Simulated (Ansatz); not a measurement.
## Cu₂O squeezed and stretched

A database entry relaxed whole under r2SCAN (Pn-3m):

```
Cu O
1.0
     4.24449    0.00000    0.00000
     0.00000    4.24449    0.00000
     0.00000    0.00000    4.24449
Cu O
4 2
Direct
  0.25000 0.25000 0.25000
  0.25000 0.75000 0.75000
  0.75000 0.75000 0.25000
  0.75000 0.25000 0.75000
  0.00000 0.00000 0.00000
  0.50000 0.50000 0.50000
```

The cell was scaled uniformly, its shape held, and the atoms relaxed at each volume with plane-wave PAW DFT (Ansatz 0.2.0; r2SCAN, 500 eV, 8×8×8 Γ-centred mesh, fermi-dirac occupations of width 0.020 eV; no spin, no spin-orbit coupling). One row is withheld.

```csv
volume (Å³/atom),energy over the lowest (meV/atom),pressure (GPa),gap over mesh and path (eV)
11.980,20.4,9.09,0.944
12.235,8.7,5.70,0.890
12.490,?,?,?
12.745,0.0,-0.01,0.792
12.999,2.0,-2.41,0.747
13.254,7.5,-4.55,0.705
13.509,16.3,-6.46,0.664
```

**Question.** Fit the pressures of the other rows to the third-order Birch-Murnaghan form.

**Answer.** With f = [(V₀/V)^(2/3) − 1]/2 and P = 3B₀f(1 + 2f)^(5/2)[1 + 3(B₀′ − 4)f/2], least squares gives V₀ = 12.74 Å³ an atom, B₀ = 127 GPa and B₀′ = 4.7; the rows miss the fit by less than 0.01 GPa. The slope of the energies differs from these pressures by less than 0.05 GPa.

**Question.** How does the gap move with volume?

**Answer.** A parabola in ln(V/V₀) through the other rows has the slope dE_g/d ln V = -2.3 eV at V₀, so by B₀ the gap moves by +18 meV a GPa: it widens under pressure.

**Question.** What does the withheld row hold?

**Answer.** The fit gives 2.68 GPa at 12.490 Å³; the run gave 2.68 GPa and 2.1 meV an atom. Its gap is 0.839 eV, against 0.840 eV from the parabola.

Caveats: the shape of the cell was held; 0 K, fixed nuclei; the symmetry was kept, and this need not be the phase that is stable at 0 K; one mesh for all volumes; r2SCAN gaps lie as a rule under measured ones; the slope of the gap can be off by tens of per cent, more where shallow d levels or spin-orbit coupling act on the edges; pressure is positive in compression.
